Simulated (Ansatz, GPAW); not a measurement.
Given: the input of a run of GPAW 26.7.0 (ASE script) on V. 

run.py

```python
from ase.dft.bandgap import bandgap
from ase.io import read, write
from ase.units import Bohr, GPa
from gpaw import GPAW, PW
from gpaw.elf import elf_from_dft_calculation

atoms = read('POSCAR')
atoms.set_initial_magnetic_moments([2.0])

calc = GPAW(mode=PW(600),
            xc='PBE',
            kpts={'size': (12, 12, 12), 'gamma': True},
            occupations={'name': 'methfessel-paxton', 'order': 0, 'width': 0.017},
            nbands=15,
            convergence={'density': 1e-05, 'energy': 1e-05},
            maxiter=150,
            txt='gpaw.txt')
atoms.calc = calc
energy = atoms.get_potential_energy()
forces = atoms.get_forces()
stress = atoms.get_stress()
calc.write('gs.gpw')
write('result.traj', atoms)
print(f'Energy: {energy:.6f} eV')
print('Forces (eV/A):')
print(forces.round(4))
print('Stress (GPa):', (stress / GPa).round(3))
print('Moments:', calc.get_magnetic_moments().round(3))
print('Fermi level:', round(calc.get_fermi_level(), 4), 'eV')
print(f'Gap: {bandgap(calc)[0]:.4f} eV, direct: {bandgap(calc, direct=True)[0]:.4f} eV')

# fields on the real-space grid
write('density.cube', atoms, data=calc.get_pseudo_density() * Bohr**3)
write('potential.cube', atoms, data=calc.get_electrostatic_potential())
write('spin.cube', atoms, data=(calc.get_pseudo_density(spin=0) - calc.get_pseudo_density(spin=1)) * Bohr**3)
write('elf.cube', atoms, data=elf_from_dft_calculation(calc).data)
```

The input POSCAR:

```
V
1.0
   -1.5143500000      1.5143500000      1.5143500000
    1.5143500000     -1.5143500000      1.5143500000
    1.5143500000      1.5143500000     -1.5143500000
V
1
Direct
    0.0000000000      0.0000000000      0.0000000000
```

Potentials or basis: GPAW PAW data sets (gpaw-data 1.2.1), pw.

Launch:

```bash
$ OMP_NUM_THREADS=1 python run.py
```

Q: What does the same run look like in Ansatz 0.2.0? Potentials or basis there: Ansatz PAW, cutoff 420 eV.

A: As run (cutoffs and basis follow the program's own potentials, and thresholds, step limits or extra output files can differ):

The input input.yaml:

```yaml
crystal:
  lattice:
    - [-1.51435, 1.51435, 1.51435]
    - [1.51435, -1.51435, 1.51435]
    - [1.51435, 1.51435, -1.51435]
  atoms:
    - { symbol: V, position: [0.0, 0.0, 0.0], spin: 2.0 }
hamiltonian:
  xc: pbe
  pseudopotentials: { kind: paw }
magnetization:
  spin_polarized: true
kpoints:
  mp_grid: { grid: [12, 12, 12] }
scf:
  occupations: { method: gaussian, width: 0.017 }
output:
  forces: true
  stress: true
  eigenvalues: true
  write_density: true
  write_potential: true
  elf: true
  volumetric_format: npy
```

Potentials or basis: Ansatz PAW.

Command:

```console
$ ansatz run input.yaml --threads 2 --pin off --max-ram 5632MiB --backend cpu --events-out ev --progress --plain --runs-dir out
```

Both were run:

|  | GPAW | Ansatz |
| --- | --- | --- |
| Pressure | -4.2 GPa | -5.2 GPa |
| Net moment | 0.11 μB per cell | -0.12 μB per cell |

Ansatz's pressure holds a Pulay term of +0.08 GPa for its cutoff of 420 eV, which the other run lacks.

Where Ansatz's input types no cutoff or centring, it takes its own default and a Γ-centred mesh.

The magnetic state is the one that the start led to; the real crystal's order can differ.

Pressure is positive in compression.
